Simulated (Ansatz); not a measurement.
Input and output for Tl (sc type): DFT, PBE, all-electron LAPW, scalar-relativistic (Ansatz 0.2.0).

The cell comes from a relaxation on PAW files under the same functional, begun from a prototype that needn't be the stable phase.

Command: `ansatz run input.yaml --threads 1 --pin off --max-ram 2048MiB --backend cpu --events-out ev --progress --plain --runs-dir out` It took 14 s on 1 thread of Arm Neoverse V1, with other jobs on the host, peak memory 0.29 GiB.

```yaml
crystal:
  lattice:
    - [3.2516032972, 0.0, 0.0]
    - [0.0, 3.2516032972, 0.0]
    - [0.0, 0.0, 3.2516032972]
  atoms:
    - { symbol: Tl, position: [0.0, 0.0, 0.0] }
kpoints:
  mp_grid: { grid: [12, 12, 12] }
  band_path:
    path:
      - [0.0, 0.0, 0.0]
      - [0.0, 0.5, 0.0]
      - [0.5, 0.5, 0.0]
      - [0.0, 0.0, 0.0]
      - [0.5, 0.5, 0.5]
      - [0.0, 0.5, 0.0]
      - [0.5, 0.5, 0.5]
      - [0.5, 0.5, 0.0]
    npoints: 14
scf:
  occupations: { method: fermi_dirac, width: 0.08 }
hamiltonian:
  xc: pbe
  pseudopotentials: { kind: all_electron, lapw: { basis_error: 0.001 } }
output:
  forces: true
  stress: true
  eigenvalues: true
  populations: true
  dos: { projected: true, de: 0.2, e_range: [-14, 8] }
```

Output:

```
Tl: projections on atomic orbitals take those of the free atom 1s2 2s2 2p6 3s2 3p6 3d10 4s2 4p6 4d10 4f14 5s2 5p6 5d10 6s2 6p1, of charge +0.00 (hamiltonian.pseudopotentials.projection_atoms)
LAPW: plane waves up to 7.016 Å⁻¹, error target 1.0e-3 eV per atom; small_component_spin mean_spin; Tl in spheres of 1.626 Å, 35 of its electrons in bands, Dirac shells [] (how accurate: hamiltonian.pseudopotentials.lapw.basis_error, Limitations)
Engine: ansatz 0.2.0
Pseudopotentials: kind: all_electron
Pseudopotential: Tl, LAPW, valence charge 35, lapw/all_electron/scalar/gaussian/Tl, Koelling and Harmon's equation, gaussian nucleus
Functional definition: PBE
  parameter kappa = 0.804
  parameter beta = 0.06672455060314922
  exchange = pbe_x(kappa = kappa, mu = beta*pi^2/3)
  correlation = pbe_c(beta = beta)
Crystal: 1 atoms, lattice volume = 34.379 Å³
Basis set: ecut = 187.52190458010867 eV, 203 PW (Γ), exchange–correlation at level 2
Bands: 22, of which v1, the nominal top of the filled ones, is band 18 counted from 1 (17 counted from 0)
Symmetry: 48 space group operations
Space group: Pm-3m (ITA 221), of the structure as read, at distance tolerance 3.3e-5 Å
k-points: 84 of 1728
Non-local potential: Tl, projectors of the file, none
Initial density: superposition of atomic densities (chi_scale 0.1, normalization cell)
Initial wavefunctions: plane waves of lowest kinetic energy (no species holds an atomic orbital)
Functional: x = pbe(κ = 0.804, μ = 0.2195149727645171), c = pbe(β = 0.06672455060314922)
iter 1 solved again at ethr=1.25e-5 eV; its pass at ethr=1.00e-1 eV (dr2=4.38e-3 eV) is discarded
SCF iter   1: F=—  HF=-550776.109468 eV  |F-HF|=—  |Δ(HF+E_count)|=         —  Δρ=4.22e-3  dr2=4.41e-3  ethr=1.25e-5  ⟨swp⟩=3.7  Hψ=12343  notcnv=0
preconditioner: auto → none  [metal: Δε(μ)=0.117 eV  Ē_g=16.559 eV  σ=0.080 eV  W_gap=0.31  n_scr=18 (ndim 8)  ℏωp=22.8 eV  f_vac=0.232  D(μ)=0.52/eV (n_scr^D=0)  sad-step TF]
SCF iter   2: F=—  HF=-550776.091363 eV  |F-HF|=—  |Δ(HF+E_count)|=   1.81e-2  Δρ=2.31e-3  dr2=1.32e-3  ethr=1.25e-5  ⟨swp⟩=2.7  Hψ=5536  notcnv=0
SCF iter   3: F=—  HF=-550776.091167 eV  |F-HF|=—  |Δ(HF+E_count)|=   1.96e-4  Δρ=1.22e-3  dr2=3.55e-4  ethr=3.76e-6  ⟨swp⟩=2.6  Hψ=5507  notcnv=0
iter 4 solved again at ethr=6.30e-8 eV; its pass at ethr=1.01e-6 eV (dr2=2.20e-5 eV) is discarded
SCF iter   4: F=—  HF=-550776.091414 eV  |F-HF|=—  |Δ(HF+E_count)|=   2.46e-4  Δρ=2.98e-4  dr2=2.20e-5  ethr=6.30e-8  ⟨swp⟩=2.0  Hψ=9338  notcnv=0
SCF iter   5: F=—  HF=-550776.091440 eV  |F-HF|=—  |Δ(HF+E_count)|=   2.58e-5  Δρ=5.03e-5  dr2=7.79e-7  ethr=6.29e-8  ⟨swp⟩=3.0  Hψ=5578  notcnv=0
SCF iter   6: F=-550776.091441 eV  HF=-550776.091441 eV  |F-HF|=1.05e-9  |Δ(HF+E_count)|=   1.05e-6  Δρ=1.47e-6  dr2=8.12e-10  ethr=2.23e-9  ⟨swp⟩=3.0  Hψ=5596  notcnv=0
SCF 1 converged in 6 iterations: F = -550776.091441 eV  dr2 = 8.12e-10
NSCF: frozen V_eff on 99 k-points
SCF converged after 6 iterations
Free energy (F): -550776.091441 eV
Harris-Foulkes:  -550776.091441 eV  (|F-HF|=1.05e-9)
Internal energy: -550776.079319 eV  (E = F + TS)
E sigma→0 (E₀):  -550776.085380 eV
Entropy (-TS):   -0.012121 eV (-12.121 meV/atom)
Fermi energy:    12.455108 eV
--- Per-component energies (eV) ---
  E_band       = -1920.244880
  E_kinetic    = 632543.535235
  E_xc         = -10356.755268
  E_electrostatic = -1172962.859286  (all electrons and nuclei)
  E_smearing   = -0.012121  (= −TS)
  E_closure    = 0.000000  (closes the sum)
  E_atoms      = -550774.001859  (free atoms, spherical and without spin; not in F)
  Σ components = -550776.091441   (vs F -550776.091441, Δ=0.00e0)
  Basis errors (estimates in eV, not in F): energy 3.2e-4 per atom: plane waves 3.2e-4 (1.7e-4 summed), levels above the bands 2.7e-43, relativity 4.5e-8, radial functions 2.9e-6, core shells 3.1e-8; eigenvalues (radial functions only) 2.2e-5; not estimated: angular momenta, meshes, grids; target (lapw.basis_error) 1.0e-3; muffin-tin radii Tl 1.626 Å
--- Forces (eV/Å), atoms counted from 1 ---
  atom   1  Tl    -0.00000000     0.00000000     0.00000000
  max |Σ_I F_I| component: 1.03e-33 eV/Å
--- Stress (GPa, compression-positive) ---
        0.005789      -0.000000       0.000000
       -0.000000       0.005789       0.000000
        0.000000       0.000000       0.005789
  P = ⅓ Tr σ = 0.0058 GPa (0.058 kbar)
--- Band table (eV; the first three rows and the last of 84) ---
  k-point 0: bands = ["-114.3585", "-97.6722", "-97.6722", "-97.6722", "-97.6718", "-97.6718", "-97.6718", "-97.6713", "-59.5835", "-59.5835", "-59.5835", "0.3208", "0.3208", "1.1876", "1.1876", "1.1876", "3.1600", "18.8787", "18.8787", "18.8787", "21.5141", "23.1911"]
  k-point 1: bands = ["-114.3585", "-97.6722", "-97.6722", "-97.6722", "-97.6718", "-97.6718", "-97.6718", "-97.6713", "-59.5842", "-59.5835", "-59.5835", "0.3246", "0.3601", "1.1706", "1.1706", "1.1890", "3.2624", "17.6386", "19.0030", "19.0030", "21.9741", "23.2248"]
  k-point 2: bands = ["-114.3585", "-97.6722", "-97.6722", "-97.6722", "-97.6718", "-97.6718", "-97.6718", "-97.6713", "-59.5859", "-59.5834", "-59.5834", "0.3350", "0.4635", "1.1246", "1.1246", "1.1929", "3.5752", "15.6186", "19.3626", "19.3626", "22.3158", "23.3255"]
  k-point 83: bands = ["-114.3580", "-97.6722", "-97.6722", "-97.6722", "-97.6718", "-97.6718", "-97.6718", "-97.6713", "-59.5918", "-59.5918", "-59.5918", "0.6256", "0.6256", "0.6256", "1.4664", "1.4664", "11.2798", "14.3007", "14.3007", "14.3007", "19.4770", "20.0094"]
--- Löwdin populations: 1 site ---
  site symbol       q [e]
     0     Tl     80.9909
  spilling = 0.000113 (of n_electrons = 81.000000)
```

populations.tsv:

```
# site	symbol	l	j	q
# orbitals = lowdin
# n_electrons = 81.000000
# spilling = 0.000113
# projection_atom_Tl: 1s2 2s2 2p6 3s2 3p6 3d10 4s2 4p6 4d10 4f14 5s2 5p6 5d10 6s2 6p1
0	Tl	0_1S	-	2.000000
0	Tl	0_2S	-	1.999990
0	Tl	0_3S	-	1.999870
0	Tl	0_4S	-	1.998773
0	Tl	0_5S	-	1.985694
0	Tl	0_6S	-	1.521122
0	Tl	1_2P	-	6.000000
0	Tl	1_3P	-	5.999998
0	Tl	1_4P	-	5.999916
0	Tl	1_5P	-	5.992699
0	Tl	1_6P	-	1.520455
0	Tl	2_3D	-	10.000000
0	Tl	2_4D	-	9.999997
0	Tl	2_5D	-	9.972371
0	Tl	3_4F	-	13.999999
```

Next run (volume at 0.9 of the series' base cell), as changes to the input before:

```diff
   lattice:
-    - [3.2516032972, 0.0, 0.0]
-    - [0.0, 3.2516032972, 0.0]
-    - [0.0, 0.0, 3.2516032972]
+    - [3.1393884663, 0.0, 0.0]
+    - [0.0, 3.1393884663, 0.0]
+    - [0.0, 0.0, 3.1393884663]
   atoms:
   mp_grid: { grid: [12, 12, 12] }
-  band_path:
-    path:
-      - [0.0, 0.0, 0.0]
-      - [0.0, 0.5, 0.0]
-      - [0.5, 0.5, 0.0]
-      - [0.0, 0.0, 0.0]
-      - [0.5, 0.5, 0.5]
-      - [0.0, 0.5, 0.0]
-      - [0.5, 0.5, 0.5]
-      - [0.5, 0.5, 0.0]
-    npoints: 14
 scf:
   populations: true
-  dos: { projected: true, de: 0.2, e_range: [-14, 8] }
```

Results part of the output:

```
SCF 1 converged in 6 iterations: F = -550776.062282 eV  dr2 = 1.08e-9
SCF converged after 6 iterations
Free energy (F): -550776.062282 eV
Harris-Foulkes:  -550776.062282 eV  (|F-HF|=3.38e-9)
Internal energy: -550776.052022 eV  (E = F + TS)
E sigma→0 (E₀):  -550776.057152 eV
Entropy (-TS):   -0.010261 eV (-10.261 meV/atom)
Fermi energy:    14.207083 eV
--- Per-component energies (eV) ---
  E_band       = -1859.977412
  E_kinetic    = 632545.196503
  E_xc         = -10357.276903
  E_electrostatic = -1172963.971622  (all electrons and nuclei)
  E_smearing   = -0.010261  (= −TS)
  E_closure    = 0.000000  (closes the sum)
  E_atoms      = -550774.001859  (free atoms, spherical and without spin; not in F)
  Σ components = -550776.062282   (vs F -550776.062282, Δ=0.00e0)
  Basis errors (estimates in eV, not in F): energy 3.3e-4 per atom: plane waves 3.2e-4 (1.7e-4 summed), levels above the bands 7.3e-46, relativity 9.2e-8, radial functions 3.2e-6, core shells 9.4e-8; eigenvalues (radial functions only) 2.1e-5; not estimated: angular momenta, meshes, grids; target (lapw.basis_error) 1.0e-3; muffin-tin radii Tl 1.570 Å
--- Forces (eV/Å), atoms counted from 1 ---
  atom   1  Tl     0.00000000    -0.00000000     0.00000000
  max |Σ_I F_I| component: 2.05e-33 eV/Å
--- Stress (GPa, compression-positive) ---
        3.035447       0.000000       0.000000
        0.000000       3.035447       0.000000
        0.000000       0.000000       3.035447
  P = ⅓ Tr σ = 3.0354 GPa (30.354 kbar)
--- Band table (eV; the first three rows and the last of 84) ---
  k-point 0: bands = ["-112.6249", "-95.9332", "-95.9332", "-95.9332", "-95.9328", "-95.9328", "-95.9328", "-95.9322", "-57.8475", "-57.8475", "-57.8475", "1.8762", "1.8762", "2.9933", "2.9933", "2.9933", "4.3437", "21.1498", "21.1498", "21.1498", "24.1674", "25.7433"]
  k-point 1: bands = ["-112.6249", "-95.9332", "-95.9332", "-95.9332", "-95.9328", "-95.9328", "-95.9328", "-95.9322", "-57.8486", "-57.8474", "-57.8474", "1.8813", "1.9247", "2.9709", "2.9709", "2.9952", "4.4576", "19.8457", "21.2914", "21.2914", "24.6250", "25.7588"]
  k-point 2: bands = ["-112.6248", "-95.9332", "-95.9332", "-95.9332", "-95.9328", "-95.9328", "-95.9328", "-95.9322", "-57.8515", "-57.8472", "-57.8472", "1.8954", "2.0503", "2.9104", "2.9104", "3.0003", "4.8098", "17.6868", "21.7007", "21.7007", "24.9380", "25.8044"]
  k-point 83: bands = ["-112.6239", "-95.9332", "-95.9332", "-95.9332", "-95.9328", "-95.9328", "-95.9328", "-95.9322", "-57.8612", "-57.8612", "-57.8612", "2.2509", "2.2509", "2.2509", "3.3471", "3.3471", "13.8998", "16.2292", "16.2292", "16.2292", "21.2943", "22.2375"]
--- Löwdin populations: 1 site ---
  site symbol       q [e]
     0     Tl     80.9903
  spilling = 0.000119 (of n_electrons = 81.000000)
```

Next run (volume at 0.8 of the series' base cell), as changes to the input before:

```diff
   lattice:
-    - [3.1393884663, 0.0, 0.0]
-    - [0.0, 3.1393884663, 0.0]
-    - [0.0, 0.0, 3.1393884663]
+    - [3.0185211111, 0.0, 0.0]
+    - [0.0, 3.0185211111, 0.0]
+    - [0.0, 0.0, 3.0185211111]
   atoms:
```

Results part of the output:

```
SCF 1 converged in 6 iterations: F = -550775.942537 eV  dr2 = 2.31e-9
SCF converged after 6 iterations
Free energy (F): -550775.942537 eV
Harris-Foulkes:  -550775.942537 eV  (|F-HF|=6.29e-9)
Internal energy: -550775.933657 eV  (E = F + TS)
E sigma→0 (E₀):  -550775.938097 eV
Entropy (-TS):   -0.008880 eV (-8.880 meV/atom)
Fermi energy:    16.429329 eV
--- Per-component energies (eV) ---
  E_band       = -1785.421290
  E_kinetic    = 632547.776001
  E_xc         = -10357.975672
  E_electrostatic = -1172965.733987  (all electrons and nuclei)
  E_smearing   = -0.008880  (= −TS)
  E_closure    = 0.000000  (closes the sum)
  E_atoms      = -550774.001859  (free atoms, spherical and without spin; not in F)
  Σ components = -550775.942537   (vs F -550775.942537, Δ=0.00e0)
  Basis errors (estimates in eV, not in F): energy 3.3e-4 per atom: plane waves 3.2e-4 (1.7e-4 summed), levels above the bands 5.9e-49, relativity 2.3e-8, radial functions 3.7e-6, core shells 3.1e-7; eigenvalues (radial functions only) 1.9e-5; not estimated: angular momenta, meshes, grids; target (lapw.basis_error) 1.0e-3; muffin-tin radii Tl 1.509 Å
--- Forces (eV/Å), atoms counted from 1 ---
  atom   1  Tl    -0.00000000    -0.00000000     0.00000000
  max |Σ_I F_I| component: 7.70e-34 eV/Å
--- Stress (GPa, compression-positive) ---
        8.774312      -0.000000       0.000000
       -0.000000       8.774312       0.000000
        0.000000       0.000000       8.774312
  P = ⅓ Tr σ = 8.7743 GPa (87.743 kbar)
--- Band table (eV; the first three rows and the last of 84) ---
  k-point 0: bands = ["-110.4807", "-93.7797", "-93.7797", "-93.7797", "-93.7792", "-93.7792", "-93.7792", "-93.7785", "-55.6996", "-55.6996", "-55.6996", "3.7715", "3.7715", "5.2388", "5.2388", "5.2388", "5.8196", "23.9447", "23.9447", "23.9447", "27.4305", "28.9260"]
  k-point 1: bands = ["-110.4806", "-93.7797", "-93.7797", "-93.7797", "-93.7792", "-93.7792", "-93.7792", "-93.7785", "-55.7014", "-55.6994", "-55.6994", "3.7786", "3.8320", "5.2086", "5.2086", "5.2414", "5.9476", "22.5760", "24.1082", "24.1082", "27.8890", "28.9083"]
  k-point 2: bands = ["-110.4805", "-93.7797", "-93.7797", "-93.7797", "-93.7792", "-93.7792", "-93.7792", "-93.7785", "-55.7066", "-55.6991", "-55.6991", "3.7979", "3.9845", "5.1270", "5.1270", "5.2483", "6.3500", "20.2664", "24.5798", "24.5798", "28.1652", "28.8566"]
  k-point 83: bands = ["-110.4787", "-93.7798", "-93.7798", "-93.7798", "-93.7792", "-93.7792", "-93.7792", "-93.7785", "-55.7234", "-55.7234", "-55.7234", "4.2364", "4.2364", "4.2364", "5.6964", "5.6964", "17.2186", "18.6511", "18.6511", "18.6511", "23.5156", "25.0342"]
--- Löwdin populations: 1 site ---
  site symbol       q [e]
     0     Tl     80.9896
  spilling = 0.000128 (of n_electrons = 81.000000)
```

Next run (volume at 0.7 of the series' base cell), as changes to the input before:

```diff
   lattice:
-    - [3.0185211111, 0.0, 0.0]
-    - [0.0, 3.0185211111, 0.0]
-    - [0.0, 0.0, 3.0185211111]
+    - [2.8871115796, 0.0, 0.0]
+    - [0.0, 2.8871115796, 0.0]
+    - [0.0, 0.0, 2.8871115796]
   atoms:
```

Command: `ansatz run input.yaml --threads 1 --pin off --max-ram 2048MiB --backend cpu --events-out ev --progress --plain --runs-dir out` It took 8.7 s on 1 thread of Arm Neoverse V1, with other jobs on the host, peak memory 0.29 GiB.

Results part of the output:

```
SCF 1 converged in 6 iterations: F = -550775.647972 eV  dr2 = 1.37e-9
SCF converged after 6 iterations
Free energy (F): -550775.647972 eV
Harris-Foulkes:  -550775.647972 eV  (|F-HF|=2.68e-9)
Internal energy: -550775.640516 eV  (E = F + TS)
E sigma→0 (E₀):  -550775.644244 eV
Entropy (-TS):   -0.007456 eV (-7.456 meV/atom)
Fermi energy:    19.359751 eV
--- Per-component energies (eV) ---
  E_band       = -1690.550568
  E_kinetic    = 632552.032987
  E_xc         = -10358.956337
  E_electrostatic = -1172968.717165  (all electrons and nuclei)
  E_smearing   = -0.007456  (= −TS)
  E_closure    = 0.000000  (closes the sum)
  E_atoms      = -550774.001859  (free atoms, spherical and without spin; not in F)
  Σ components = -550775.647972   (vs F -550775.647972, Δ=0.00e0)
  Basis errors (estimates in eV, not in F): energy 3.3e-4 per atom: plane waves 3.3e-4 (1.8e-4 summed), levels above the bands 1.3e-52, relativity 7.4e-8, radial functions 4.8e-6, core shells 1.1e-6; eigenvalues (radial functions only) 5.1e-6; not estimated: angular momenta, meshes, grids; target (lapw.basis_error) 1.0e-3; muffin-tin radii Tl 1.444 Å
--- Forces (eV/Å), atoms counted from 1 ---
  atom   1  Tl     0.00000000    -0.00000000     0.00000000
  max |Σ_I F_I| component: 8.99e-34 eV/Å
--- Stress (GPa, compression-positive) ---
       20.179368       0.000000       0.000000
        0.000000      20.179368       0.000000
        0.000000       0.000000      20.179368
  P = ⅓ Tr σ = 20.1794 GPa (201.794 kbar)
--- Band table (eV; the first three rows and the last of 84) ---
  k-point 0: bands = ["-107.7528", "-91.0345", "-91.0345", "-91.0345", "-91.0338", "-91.0338", "-91.0338", "-91.0328", "-52.9655", "-52.9655", "-52.9655", "6.1402", "6.1402", "7.7174", "8.1132", "8.1132", "8.1132", "27.4713", "27.4713", "27.4713", "31.5422", "32.9985"]
  k-point 1: bands = ["-107.7527", "-91.0345", "-91.0345", "-91.0345", "-91.0338", "-91.0338", "-91.0338", "-91.0328", "-52.9690", "-52.9653", "-52.9653", "6.1501", "6.2165", "7.8634", "8.0710", "8.0710", "8.1167", "26.0397", "27.6634", "27.6634", "32.0099", "32.9179"]
  k-point 2: bands = ["-107.7524", "-91.0345", "-91.0345", "-91.0345", "-91.0338", "-91.0338", "-91.0338", "-91.0328", "-52.9784", "-52.9646", "-52.9646", "6.1772", "6.3997", "7.9579", "7.9579", "8.1263", "8.3345", "23.5688", "28.2154", "28.2154", "32.2400", "32.6913"]
  k-point 83: bands = ["-107.7483", "-91.0346", "-91.0346", "-91.0346", "-91.0337", "-91.0337", "-91.0337", "-91.0329", "-53.0088", "-53.0088", "-53.0088", "6.7230", "6.7230", "6.7230", "8.7194", "8.7194", "21.5492", "21.7832", "21.7832", "21.7832", "26.2979", "28.6481"]
--- Löwdin populations: 1 site ---
  site symbol       q [e]
     0     Tl     80.9886
  spilling = 0.000141 (of n_electrons = 81.000000)
```

Next run (volume at 0.6 of the series' base cell), as changes to the input before:

```diff
   lattice:
-    - [2.8871115796, 0.0, 0.0]
-    - [0.0, 2.8871115796, 0.0]
-    - [0.0, 0.0, 2.8871115796]
+    - [2.7425084354, 0.0, 0.0]
+    - [0.0, 2.7425084354, 0.0]
+    - [0.0, 0.0, 2.7425084354]
   atoms:
   mp_grid: { grid: [12, 12, 12] }
+  band_path:
+    path:
+      - [0.0, 0.0, 0.0]
+      - [0.0, 0.5, 0.0]
+      - [0.5, 0.5, 0.0]
+      - [0.0, 0.0, 0.0]
+      - [0.5, 0.5, 0.5]
+      - [0.0, 0.5, 0.0]
+      - [0.5, 0.5, 0.5]
+      - [0.5, 0.5, 0.0]
+    npoints: 8
 scf:
   populations: true
+  dos: { projected: true, de: 0.2, e_range: [-14, 8] }
```

Results part of the output:

```
SCF 1 converged in 6 iterations: F = -550774.985470 eV  dr2 = 1.62e-9
NSCF: frozen V_eff on 57 k-points
SCF converged after 6 iterations
Free energy (F): -550774.985470 eV
Harris-Foulkes:  -550774.985470 eV  (|F-HF|=8.15e-10)
Internal energy: -550774.976588 eV  (E = F + TS)
E sigma→0 (E₀):  -550774.981029 eV
Entropy (-TS):   -0.008882 eV (-8.882 meV/atom)
Fermi energy:    23.356228 eV
--- Per-component energies (eV) ---
  E_band       = -5043.279821
  E_kinetic    = 632559.634536
  E_xc         = -10360.417756
  E_electrostatic = -1172974.193368  (all electrons and nuclei)
  E_smearing   = -0.008882  (= −TS)
  E_closure    = 0.000000  (closes the sum)
  E_atoms      = -550774.001859  (free atoms, spherical and without spin; not in F)
  Σ components = -550774.985470   (vs F -550774.985470, Δ=0.00e0)
  Basis errors (estimates in eV, not in F): energy 3.2e-4 per atom: plane waves 3.1e-4 (1.7e-4 summed), levels above the bands 3.2e-57, relativity 4.2e-8, radial functions 4.9e-6, core shells 1.6e-8; eigenvalues (radial functions only) 5.0e-6; not estimated: angular momenta, meshes, grids; target (lapw.basis_error) 1.0e-3; muffin-tin radii Tl 1.371 Å
--- Forces (eV/Å), atoms counted from 1 ---
  atom   1  Tl    -0.00000000    -0.00000000     0.00000000
  max |Σ_I F_I| component: 4.11e-33 eV/Å
--- Stress (GPa, compression-positive) ---
       44.589587      -0.000000       0.000000
       -0.000000      44.589587       0.000000
        0.000000       0.000000      44.589587
  P = ⅓ Tr σ = 44.5896 GPa (445.896 kbar)
--- Band table (eV; the first three rows and the last of 84) ---
  k-point 0: bands = ["-347.8050", "-347.8050", "-347.8033", "-347.8033", "-347.8033", "-104.1511", "-87.3984", "-87.3984", "-87.3984", "-87.3974", "-87.3974", "-87.3974", "-87.3960", "-49.3523", "-49.3523", "-49.3523", "9.2025", "9.2025", "10.2566", "11.9349", "11.9349", "11.9349", "32.0684", "32.0684", "32.0684", "36.8931", "38.3808"]
  k-point 1: bands = ["-347.8050", "-347.8050", "-347.8033", "-347.8033", "-347.8033", "-104.1509", "-87.3984", "-87.3984", "-87.3984", "-87.3974", "-87.3974", "-87.3974", "-87.3960", "-49.3591", "-49.3518", "-49.3518", "9.2167", "9.2993", "10.4280", "11.8738", "11.8738", "11.9400", "30.5786", "32.2993", "32.2993", "37.3881", "38.1720"]
  k-point 2: bands = ["-347.8050", "-347.8050", "-347.8033", "-347.8033", "-347.8033", "-104.1502", "-87.3985", "-87.3984", "-87.3984", "-87.3974", "-87.3974", "-87.3974", "-87.3960", "-49.3775", "-49.3505", "-49.3505", "9.2558", "9.5109", "11.0047", "11.7106", "11.7106", "11.9539", "27.9390", "32.9590", "32.9590", "37.5630", "37.6281"]
  k-point 83: bands = ["-347.8050", "-347.8050", "-347.8033", "-347.8033", "-347.8033", "-104.1405", "-87.3986", "-87.3986", "-87.3986", "-87.3973", "-87.3973", "-87.3973", "-87.3961", "-49.4357", "-49.4357", "-49.4357", "9.9412", "9.9412", "9.9412", "12.7638", "12.7638", "25.9919", "25.9919", "25.9919", "27.4218", "29.8966", "33.4971"]
--- Löwdin populations: 1 site ---
  site symbol       q [e]
     0     Tl     80.9869
  spilling = 0.000162 (of n_electrons = 81.000000)
```

Spin–orbit coupling is left out, which matters for the heavy atoms.
